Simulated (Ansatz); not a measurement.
Structure: GaS (started from an entry of an open crystallographic database), at its r2SCAN+rVV10 minimum. It is hexagonal, P6_3/mmc (No. 194); conventional cell a = 3.580 Å, c = 15.563 Å, 21.59 Å³ an atom. Ga is surrounded by 3 S at 2.33 Å and 1 Ga at 2.44 Å; S is surrounded by 3 Ga at 2.33 Å.

```cif
data_structure
_symmetry_space_group_name_H-M 'P 1'
_symmetry_Int_Tables_number 1
_cell_length_a 3.5795
_cell_length_b 3.5795
_cell_length_c 15.5631
_cell_angle_alpha 90.000
_cell_angle_beta 90.000
_cell_angle_gamma 120.000
_cell_volume 172.69
loop_
_atom_site_label
_atom_site_type_symbol
_atom_site_fract_x
_atom_site_fract_y
_atom_site_fract_z
_atom_site_occupancy
Ga1 Ga 0.33333 0.66667 0.17170 1
Ga2 Ga 0.66667 0.33333 0.67170 1
Ga3 Ga 0.33333 0.66667 0.32830 1
Ga4 Ga 0.66667 0.33333 0.82830 1
S1 S 0.33333 0.66667 0.60286 1
S2 S 0.66667 0.33333 0.10286 1
S3 S 0.33333 0.66667 0.89714 1
S4 S 0.66667 0.33333 0.39714 1
```

4 runs of the PAW code Ansatz on this cell differ in the functional (and in the settings that go with it). Levels are in eV from each run's valence top; v1 is the last filled band, c1 the first empty one.

Run A, mean stress +3.2 GPa (compression positive):
```tsv
point	v5	v3	v1	c1	c2	c3
Γ	-1.52	-1.43	0.00	1.76	2.37	2.89
M	-2.74	-2.34	-1.66	1.62	1.83	2.06
K	-3.01	-2.32	-1.98	1.83	2.31	3.36
A	-1.46	-1.46	-0.67	2.14	2.14	2.97
```

Run B, mean stress +0.8 GPa (compression positive):
```tsv
point	v5	v3	v1	c1	c2	c3
Γ	-1.60	-1.51	0.00	2.27	2.85	3.39
M	-2.87	-2.43	-1.74	1.91	2.18	2.35
K	-3.12	-2.42	-2.08	2.05	2.55	3.76
A	-1.54	-1.54	-0.66	2.62	2.62	3.48
```

Run C, mean stress +1.3 GPa (compression positive):
```tsv
point	v5	v3	v1	c1	c2	c3
Γ	-1.65	-1.55	0.00	2.76	3.38	3.88
M	-2.99	-2.60	-1.76	2.33	2.78	2.80
K	-3.33	-2.58	-2.09	2.51	3.00	4.45
A	-1.59	-1.59	-0.68	3.13	3.13	3.96
```

Run D, mean stress +1.1 GPa (compression positive):
```tsv
point	v5	v3	v1	c1	c2	c3
Γ	-1.66	-1.56	0.00	3.43	4.07	4.57
M	-3.01	-2.63	-1.78	3.02	3.47	3.50
K	-3.37	-2.61	-2.11	3.20	3.70	5.16
A	-1.59	-1.59	-0.70	3.81	3.81	4.66
```

Q: Match the runs to PBE, r2SCAN, HSE06, PBE0.

A: A is PBE, B is r2SCAN, C is HSE06, D is PBE0. In order of the gap: PBE 1.62, r2SCAN 1.91, HSE06 2.33, PBE0 3.02 eV.

No spin polarisation and no zero-point or thermal motion.

The stress of a hybrid is loosely converged in these runs.

The meshes of the hybrids are coarse, so their gaps aren't converged to the digits shown.
